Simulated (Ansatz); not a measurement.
Wanted: the native input for an Ansatz 0.2.0 run.

```yaml
Task: relaxation of cell and atoms
Functional: PBE
Potentials_or_basis: Ansatz PAW
Cutoff: "420 eV (not typed: the program's choice for these potentials)"
k_mesh: 6 × 3 × 9
Occupations: fermi-dirac, width 0.05 eV
Spin: no spin polarisation
```

The system is Al2O3.

```
Al O
1.0
     4.61378    0.00000    0.00000
     0.00000    9.56328    0.00000
     0.00000    0.00000    3.11986
Al O
4 6
Direct
  0.98298 0.82457 0.00000
  0.01702 0.17543 0.00000
  0.48297 0.67543 0.50000
  0.51702 0.32457 0.50000
  0.50000 0.50000 0.50000
  0.12363 0.75305 0.50000
  0.37637 0.25305 0.00000
  0.62364 0.74695 0.00000
  0.00000 0.00000 0.00000
  0.87636 0.24695 0.50000
```

Measurements of this composition are mostly on another form, of space group No. 167.

These files were run (other wordings do the same):

input.yaml

```yaml
crystal:
  lattice:
    - [4.613777, 0.0, 0.0]
    - [0.0, 9.563279, 0.0]
    - [0.0, 0.0, 3.119862]
  atoms:
    - { symbol: Al, position: [0.982975, 0.824573, 0.0] }
    - { symbol: Al, position: [0.017025, 0.175427, 0.0] }
    - { symbol: Al, position: [0.482975, 0.675427, 0.5] }
    - { symbol: Al, position: [0.517025, 0.324573, 0.5] }
    - { symbol: O, position: [0.5, 0.5, 0.5] }
    - { symbol: O, position: [0.123635, 0.75305, 0.5] }
    - { symbol: O, position: [0.376365, 0.25305, 0.0] }
    - { symbol: O, position: [0.623635, 0.74695, 0.0] }
    - { symbol: O, position: [0.0, 0.0, 0.0] }
    - { symbol: O, position: [0.876365, 0.24695, 0.5] }
hamiltonian:
  xc: pbe
  pseudopotentials: { kind: paw }
kpoints:
  mp_grid: { grid: [6, 3, 9] }
scf:
  occupations: { method: fermi_dirac, width: 0.05 }
output:
  forces: true
  stress: true
  eigenvalues: true
relax:
  f_tol: 0.01
  max_steps: 40
  cell: { stress_tol: 0.05 }
```

Potentials or basis: Ansatz PAW.

Run with:

```bash
$ ansatz run input.yaml --threads 4 --pin off --max-ram 11264MiB --backend cpu --events-out ev --progress --plain --runs-dir out
```

Results of the run:

* Relaxed volume: 13.84 Å³/atom
* Relaxed cell: a = 4.713 Å, b = 9.704 Å, c = 3.026 Å, α = 90.00°, β = 90.00°, γ = 90.00°
* Space group after relaxing (to 0.05 Å): Pnnm (No. 58)
* Energy gained by relaxing: 18.4 meV/atom
* Ionic steps: 12
* Pressure after relaxing: 0.0 GPa
* Band gap on the k mesh: 3.41 eV, direct

Caveat: odd divisions of the mesh miss points on the zone boundary, where band edges often lie, so the gap on the mesh can be too wide; the plane-wave basis is chosen anew once the cell has moved, so the energies of steps on either side of that aren't comparable; the pressure holds a Pulay correction of +0.5 GPa for the finite cutoff.

Run time: 31 s on 4 threads of Arm Neoverse V2 (shared host), peak memory 0.52 GiB.
